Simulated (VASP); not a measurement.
# Hf (Im-3m) in VASP: further runs

Runs on Hf. Level: LDA. Tasks: relaxation of cell and atoms.

Program: VASP 6.6.1. These are calculated values, not measurements. Logs are shortened: lines on timing, memory, paths and dates and some standing lists are left out, and cuts for length are marked.

## (1) Starting point

Symmetry: Im-3m, No. 229, cubic system. The conventional cell has a = 3.137 Å, b = 3.137 Å, c = 3.137 Å, α = 90.00°, β = 90.00°, γ = 90.00°. Hf (site symmetry m-3m) is surrounded by 8 Hf at 2.72 Å.

This isn't the form of Hf at room conditions, which is hcp.

## (2) Relaxation of cell and atoms, LDA, target pressure 50 GPa, at which the enthalpy is minimised

Input file INCAR:

```
  ALGO = Normal
  EDIFF = 1E-7
  EDIFFG = -0.002
  ENCUT = 520
  GGA = CA
  IBRION = 2
  ISIF = 3
  ISMEAR = 0
  LASPH = True
  LCHARG = False
  LREAL = False
  LWAVE = False
  NELM = 80
  NSW = 80
  PREC = Accurate
  PSTRESS = 500.0
  SIGMA = 0.1
```

Input file KPOINTS:

```
k-points
0
Gamma
  16 16 16
```

Input file POSCAR:

```
Hf                                      
1.0
   -1.5686833104      1.5686833104      1.5686833104
    1.5686833104     -1.5686833104      1.5686833104
    1.5686833104      1.5686833104     -1.5686833104
  Hf            
     1
Direct
     0.0000000000000000    0.0000000000000000    0.0000000000000000
```

Potentials or basis: VASP PAW LDA potentials, release 64 (Hf_pv).

On the command line:

```bash
cat potpaw_LDA.64/Hf_pv/POTCAR > POTCAR
mpirun -np 1 vasp_std > vasp.out
```

OUTCAR:

```text
EDIFF = 1E-7
   EDIFFG = -0.002
   ENCUT = 520
   GGA = CA
   IBRION = 2
   ISIF = 3
   ISMEAR = 0
   LASPH = True
   LREAL = False
   NELM = 80
   NSW = 80
   PREC = Accurate
   PSTRESS = 500.0

 ion  position               nearest neighbor table
   1  0.000  0.000  0.000-

  LATTYP: Found a body centered cubic cell.
 ALAT       =     3.1373666208

  Lattice vectors:

 A1 = (  -1.5686833104,   1.5686833104,   1.5686833104)
 A2 = (   1.5686833104,  -1.5686833104,   1.5686833104)
 A3 = (   1.5686833104,   1.5686833104,  -1.5686833104)

Analysis of symmetry for initial positions (statically):
=====================================================================
 Subroutine PRICEL returns:
 Original cell was already a primitive cell.

 Routine SETGRP: Setting up the symmetry group for a
 body centered cubic supercell.

 Subroutine GETGRP returns: Found 48 space group operations
 (whereof 48 operations were pure point group operations)
 out of a pool of 48 trial point group operations.

The static configuration has the point symmetry O_h .

Analysis of symmetry for dynamics (positions and initial velocities):
=====================================================================
 Subroutine PRICEL returns:
 Original cell was already a primitive cell.

 Routine SETGRP: Setting up the symmetry group for a
 body centered cubic supercell.

 Subroutine GETGRP returns: Found 48 space group operations
 (whereof 48 operations were pure point group operations)
 out of a pool of 48 trial point group operations.

The dynamic configuration has the point symmetry O_h .

 Subroutine INISYM returns: Found 48 space group operations
 (whereof 48 operations are pure point group operations),
 and found     1 'primitive' translations

----------------------------------------------------------------------------------------

                                     Primitive cell

  volume of cell :      15.4407

  direct lattice vectors                    reciprocal lattice vectors
    -1.568683310  1.568683310  1.568683310     0.000000000  0.318738650  0.318738650
     1.568683310 -1.568683310  1.568683310     0.318738650  0.000000000  0.318738650
     1.568683310  1.568683310 -1.568683310     0.318738650  0.318738650  0.000000000

  length of vectors
     2.717039195  2.717039195  2.717039195     0.450764521  0.450764521  0.450764521
[... 78 lines left out ...]
   NELM   =     80;   NELMIN=  2; NELMDL= -5     # of ELM steps
   EDIFF  = 0.1E-06   stopping-criterion for ELM
   LREAL  =      F    real-space projection
   EDIFFG = -.2E-02   stopping-criterion for IOM
   NSW    =     80    number of steps for IOM
   IBRION =      2    ionic relax: 0-MD 1-quasi-New 2-CG
   NFREE  =      1    steps in history (QN), initial steepest desc. (CG)
   ISIF   =      3    stress and relaxation
   ISYM   =      2    0-nonsym 1-usesym 2-fastsym
   POTIM  = 0.5000    time-step for ionic-motion
   TEBEG  =    0.0;   TEEND  =   0.0 temperature during run
   PSTRESS=  500.0 pullay stress
   NELECT =      10.0000    total number of electrons
   NUPDOWN=      -1.0000    fix difference up-down
   EMIN   =  10.00;   EMAX   =-10.00  energy-range for DOS
   EFERMI =   0.00;   METHOD = LEGACY
   ISMEAR =     0;   SIGMA  =   0.10  broadening in eV -4-tet -1-fermi 0-gaus
   EFERMI_NEDOS =   21; number of points for ismear=-14 and -15
   IALGO  =     38    algorithm
   IMIX   =      4    mixing-type and parameters
     AMIX     =   0.40;   BMIX     =  1.00
     AMIX_MAG =   1.60;   BMIX_MAG =  1.00
  volume/ion in A,a.u.               =      15.44       104.20
  Fermi-wavevector in a.u.,A,eV,Ry     =   1.416401  2.676610 27.295896  2.006192
  Thomas-Fermi vector in A             =   2.537739
   LORBIT       =      0    0 simple, 1 ext, 2 COOP (PROOUT), +10 PAW based schemes
   GGA     = CA    functional components
   LHFCALC =     F    Hartree Fock is set to
   AEXX    =    0.0000 exact exchange contribution
   IVDW    =     0    specifies the selected vdW correction
   LEPSILON=     F    determine dielectric tensor
   LRPA    =     F    only Hartree local field effects (RPA)
 conjugate gradient relaxation of ions
 non-spin polarized calculation
 Gauss-broadening in eV      SIGMA  =   0.10
  energy-cutoff  :      520.00
  volume of cell :       15.44
 maximum number of plane-waves:       429
   NGX = 11   NGY = 11   NGZ = 11

 number of electron      10.0000002 magnetization

 Free energy of the ion-electron system (eV)
  ---------------------------------------------------
  ext. energy  EPLUGINS =         0.00000000
  ---------------------------------------------------
  free energy    TOTEN  =        -9.91243058 eV

  energy without entropy =       -9.90746815  energy(sigma->0) =       -9.90994937

 E-fermi :   7.4047     XC(G=0): -13.2647

 val. band max:        7.3992341315   @ k =   0.1875   0.1250  -0.0000
 cond. band min:       7.4304084962   @ k =   0.1875   0.0625   0.0000
 fundamental gap:      0.0311743646
 Fermi energy:         7.4047456301

 k-point     1 :       0.0000    0.0000    0.0000
  band No.  band energies     occupation
      1     -20.9007      2.00000
      2     -20.9007      2.00000
      3     -20.9007      2.00000
      4      -0.5496      2.00000
      5       8.9409      0.00000
      6       8.9409      0.00000
      7       8.9409      0.00000
      8      12.9535      0.00000
      9      12.9535      0.00000
[... 265 lines left out ...]
 k-point    24 :       0.2500    0.1875    0.0000
  band No.  band energies     occupation
      1     -22.9725      2.00000
      2     -21.7607      2.00000
      3     -21.1386      2.00000
      4       4.0155      2.00000
      5       6.3391      2.00000
      6       7.5611      0.02701
      7      12.1722      0.00000
      8      14.4641      0.00000
      9      16.9438      0.00000

 [... further k-points ...]
[... 5 lines left out ...]
  --------------------------------------------------------------------------------------
  -------------------------------------------------------------------------------------
  Total        4.8188791      4.8188791      4.8188791      0.0000000      0.0000000     -0.0000000
  in kB      500.0239393    500.0239393    500.0239393      0.0000000      0.0000000     -0.0000000
  external PRESSURE =       0.0239393 kB  Pullay stress =     500.0000000 kB

 VOLUME and BASIS-vectors are now :
 -----------------------------------------------------------------------------
  energy-cutoff  :      520.00
  volume of cell :       15.44
      direct lattice vectors                 reciprocal lattice vectors
    -1.568683310  1.568683310  1.568683310     0.000000000  0.318738650  0.318738650
     1.568683310 -1.568683310  1.568683310     0.318738650  0.000000000  0.318738650
     1.568683310  1.568683310 -1.568683310     0.318738650  0.318738650  0.000000000

 POSITION                                       TOTAL-FORCE (eV/Angst)
 -----------------------------------------------------------------------------------
      0.00000      0.00000      0.00000         0.000000      0.000000      0.000000
 -----------------------------------------------------------------------------------
    total drift:                                0.000000      0.000000      0.000000

  FREE ENERGIE OF THE ION-ELECTRON SYSTEM (eV)
  ---------------------------------------------------
  free  energy   TOTEN  =        -9.9124305776 eV

  energy  without entropy=       -9.9074681538  energy(sigma->0) =       -9.90994937

  enthalpy is  TOTEN    =        -5.0937821466 eV   P V=        4.8186484310

 reached required accuracy - stopping structural energy minimisation
```

CONTCAR:

```text
Hf
   1.00000000000000
    -1.5686833104000000    1.5686833104000000    1.5686833104000000
     1.5686833104000000   -1.5686833104000000    1.5686833104000000
     1.5686833104000000    1.5686833104000000   -1.5686833104000000
  Hf
     1
Direct
     0.0000000000000000    0.0000000000000000    0.0000000000000000

  0.00000000E+00  0.00000000E+00  0.00000000E+00
```

Run time: 6.2 s. Hardware: 1 thread of Intel Xeon 6975P-C (Granite Rapids), shared host; peak memory 0.13 GiB.

What came out:

* Free energy: -9.9124 eV
* Pressure after relaxing: 50.0 GPa
* Band gap on the k mesh: none (metal or under the smearing width)

Final structure:
```cif
data_structure
_symmetry_space_group_name_H-M 'P 1'
_symmetry_Int_Tables_number 1
_cell_length_a 2.7170
_cell_length_b 2.7170
_cell_length_c 2.7170
_cell_angle_alpha 109.471
_cell_angle_beta 109.471
_cell_angle_gamma 109.471
_cell_volume 15.44
loop_
_atom_site_label
_atom_site_type_symbol
_atom_site_fract_x
_atom_site_fract_y
_atom_site_fract_z
_atom_site_occupancy
Hf1 Hf 0.00000 0.00000 0.00000 1
```

Caveat: the relaxation stopped at its first step, so nothing moved; the cell is relaxed towards a set pressure, so the enthalpy falls and the energy may rise.

## (3) Relaxation of cell and atoms, LDA, target pressure 30 GPa, at which the enthalpy is minimised

Changes to INCAR since step 2:

```diff
@@ -15,3 +15,3 @@
   PREC = Accurate
-  PSTRESS = 500.0
+  PSTRESS = 300.0
   SIGMA = 0.1
```

KPOINTS is that of step 2.

POSCAR is that of step 2.

Potentials or basis: VASP PAW LDA potentials, release 64 (Hf_pv).

On the command line:

```bash
cat potpaw_LDA.64/Hf_pv/POTCAR > POTCAR
mpirun -np 1 vasp_std > vasp.out
```

It took 35 s on 1 thread of Intel Xeon 6975P-C (Granite Rapids), shared host; peak memory 0.14 GiB.

The run converged. Its results:

* Free energy: -10.2582 eV
* Relaxed volume: 16.84 Å³/atom
* Relaxed cell: a = 2.797 Å, b = 2.797 Å, c = 2.797 Å, α = 109.47°, β = 109.47°, γ = 109.47°
* Space group after relaxing (to 0.05 Å): Im-3m (No. 229)
* Energy change on relaxing (the enthalpy is what falls): -345.7 meV/atom
* Ionic steps: 17
* Pressure after relaxing: 30.0 GPa
* Band gap on the k mesh: none (metal or under the smearing width)

Step by step:
```
step  energy change (eV)  largest force (eV/Å)  pressure (GPa)  volume (Å³)
   1              0.0000                0.0000           50.00        15.44
   2             -0.6381                0.0000            1.56        20.16
   3             -0.3630                0.0000           28.89        16.94
   4             -0.3467                0.0000           29.93        16.85
   5             -0.3413                0.0000           30.27        16.82
   6             -0.3415                0.0000           30.29        16.82
   7             -0.3419                0.0000           30.23        16.82
   8             -0.3420                0.0000           30.23        16.82
   9             -0.3420                0.0000           30.23        16.82
  10             -0.3420                0.0000           30.23        16.82
  11             -0.3420                0.0000           30.23        16.82
  12             -0.3421                0.0000           30.24        16.82
  13             -0.3423                0.0000           30.21        16.82
  14             -0.3428                0.0000           30.18        16.83
  15             -0.3436                0.0000           30.13        16.83
  16             -0.3452                0.0000           30.03        16.84
  17             -0.3457                0.0000           29.99        16.84
```

Final structure:
```xyz
1
Lattice="-1.6148 1.6148 1.6148 1.6148 -1.6148 1.6148 1.6148 1.6148 -1.6148" Properties=species:S:1:pos:R:3 pbc="T T T"
Hf    1.6148   -1.6148    1.6148
```

Levels at points of the mesh, in eV from the Fermi level:
| k point | band 1 | band 2 | band 3 | band 4 | band 5 | band 6 | band 7 | band 8 | band 9 |
| --- | --- | --- | --- | --- | --- | --- | --- | --- | --- |
| (0.00, 0.00, 0.00) | -28.55 | -28.55 | -28.55 | -7.72 | 1.62 | 1.62 | 1.62 | 5.32 | 5.32 |
| (0.50, 0.00, 0.00) | -30.59 | -29.18 | -28.58 | -4.35 | -1.18 | 2.84 | 5.38 | 6.68 | 10.42 |
| (0.50, 0.50, 0.50) | -29.92 | -29.92 | -29.92 | -4.03 | -4.03 | 9.12 | 9.12 | 9.12 | 10.10 |

Caveat: the cell is relaxed towards a set pressure, so the enthalpy falls and the energy may rise. The run has no spin-orbit coupling, so splittings on Hf are missing.
